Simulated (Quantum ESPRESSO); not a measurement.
The system is GaP.

```
CELL_PARAMETERS angstrom
0.00000 2.72525 2.72525
2.72525 0.00000 2.72525
2.72525 2.72525 0.00000
ATOMIC_POSITIONS crystal
Ga 0.00000 0.00000 0.00000
P 0.75000 0.75000 0.75000
```

```yaml
Program: Quantum ESPRESSO 7.5
Task: phonons
Functional: rev-vdW-DF2
Potentials_or_basis: PseudoDojo 0.4.1 SR PBE standard
Cutoff: 1088 eV
Density_cutoff: 4354 eV
k_mesh: 6 × 6 × 6, shifted
Occupations: fermi-dirac, width 0.05 eV
Spin: no spin polarisation
Mixing_beta: 0.5
Most_SCF_iterations: 120
SCF_threshold: 4e-10 Ry
```

The first run showed a gap, so the response started from a second, tighter run with fixed occupations.

Task: Which optical modes does the crystal have at the zone centre, and which show in infrared and Raman spectra?

Result: The optical modes are T2. Infrared active: T2. Raman active: T2.

Optical modes at Γ, degenerate ones joined, polar ones without the macroscopic field:
```csv
cm⁻¹,components,symmetry,active in,"IR intensity, summed ((D/Å)²/amu)"
357,3,T2,IR and Raman,14.68
```

Zone-centre frequencies without and with the macroscopic field along z (cm⁻¹):
|  | optical modes in rising order |
| --- | --- |
| without | 357 357 357 |
| with the field | 357 357 389 |

Born effective charge tensors (e):
atom 1, Ga
```
2.13 0.00 0.00
0.00 2.13 0.00
0.00 0.00 2.13
```
atom 2, P
```
-2.14  0.00  0.00
 0.00 -2.14  0.00
 0.00  0.00 -2.14
```

Electronic dielectric tensor:
```
10.89  0.00  0.00
 0.00 10.89  0.00
 0.00  0.00 10.89
```

Static dielectric tensor, electrons and zone-centre modes:
```
12.91  0.00  0.00
 0.00 12.91  0.00
 0.00  0.00 12.91
```

Caveat: before the sum rule the acoustic modes lie tens of cm⁻¹ from zero, a sign that the density grid also shifts the optical modes.
